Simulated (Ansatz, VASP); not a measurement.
# Ag in VASP and in Ansatz

File POSCAR:

```
Ag
1.0
   -1.6556540000      1.6556540000      1.6556540000
    1.6556540000     -1.6556540000      1.6556540000
    1.6556540000      1.6556540000     -1.6556540000
Ag
1
Direct
    0.0000000000      0.0000000000      0.0000000000
```

The input INCAR.step1:

```
  PREC = Accurate
  ENCUT = 520
  ISMEAR = 0
  SIGMA = 0.15
  LREAL = F
  LASPH = T
  NELM = 60
  NBANDS = 12
  GGA = PE
  ALGO = Normal
  EDIFF = 1E-4
  LWAVE = T
  LCHARG = F
```

File INCAR.step2:

```
  PREC = Accurate
  ENCUT = 520
  EDIFF = 1E-6
  ISMEAR = 0
  SIGMA = 0.15
  LREAL = F
  LASPH = T
  NELM = 60
  ALGO = Normal
  ISIF = 2
  LWAVE = F
  LCHARG = F
  METAGGA = R2SCAN
  LMIXTAU = T
  NBANDS = 12
  ISTART = 1
```

KPOINTS

```
regular mesh
0
Gamma
  22 22 22
```

Input for Ansatz:

```yaml
crystal:
  lattice:
    - [-1.655654, 1.655654, 1.655654]
    - [1.655654, -1.655654, 1.655654]
    - [1.655654, 1.655654, -1.655654]
  atoms:
    - { symbol: Ag, position: [0.0, 0.0, 0.0] }
basis:
  ecutwfc: 500
kpoints:
  mp_grid: { grid: [22, 22, 22] }
hamiltonian:
  xc: r2scan
scf:
  occupations: { method: gaussian, width: 0.15 }
output:
  forces: true
  stress: true
  eigenvalues: true
```

This isn't the form of Ag at room conditions, which is fcc.

Alike in both runs: task single point; functional r2SCAN; k mesh 22 × 22 × 22; occupations gaussian, width 0.15 eV; no spin polarisation.

|  | VASP | Ansatz |
| --- | --- | --- |
| version | VASP 6.6.1 | Ansatz 0.2.0 |
| potentials or method | VASP PAW PBE potentials, release 64 (Ag) | scalar-relativistic, plane waves, PAW |
| plane-wave cutoff (eV) | 520 | 500 |
| valence electrons in the cell | 11 | 19 |

|  | VASP | Ansatz | Ansatz less VASP |
| --- | --- | --- | --- |
| gap on the k mesh at the Fermi level (eV) | none | none | - |
| pressure (GPa) | -3.5 | -3.6 | -0.09 |

A gap of «none» marks a metal or a gap that the smearing closes. The two sets of potentials don't hold the same shells in valence.

Caveats: the PAW data sets were made with another functional, which shifts forces and pressure a little (VASP).
